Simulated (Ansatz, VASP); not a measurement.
# One calculation of CdTe, two programs

```
CELL_PARAMETERS angstrom
0.00000 3.23102 3.23102
3.23102 0.00000 3.23102
3.23102 3.23102 0.00000
ATOMIC_POSITIONS crystal
Cd 0.00000 0.00000 0.00000
Te 0.75000 0.75000 0.75000
```

Alike in both runs: functional PBE; k mesh 10 × 10 × 10; no spin polarisation.

Ansatz relaxed the structure, and its values are those at the end. VASP's run is a single point on that final structure, the one shown.

|  | VASP | Ansatz |
| --- | --- | --- |
| version | VASP 6.6.1 | Ansatz 0.2.0 |
| potentials or method | VASP PAW PBE potentials, release 64 (Cd, Te) | scalar-relativistic, plane waves, PAW |
| plane-wave cutoff (eV) | 520 | 420 |
| occupations | gaussian, width 0.01 eV | fixed |
| valence electrons in the cell | 18 | 36 |

|  | VASP | Ansatz | Ansatz less VASP |
| --- | --- | --- | --- |
| gap on the k mesh at the Fermi level (eV) | 0.80 | 0.80 | +0.001 |
| least direct gap on the mesh (eV) | 0.80 | 0.80 | +0.001 |
| pressure (GPa) | 3.1 | 3.0 | -0.14 |

The two sets of potentials don't hold the same shells in valence.

Caveats: spin-orbit coupling is left out, which moves the levels of the heavy elements. A hybrid or GW would open this gap; PBE tends to underestimate it.
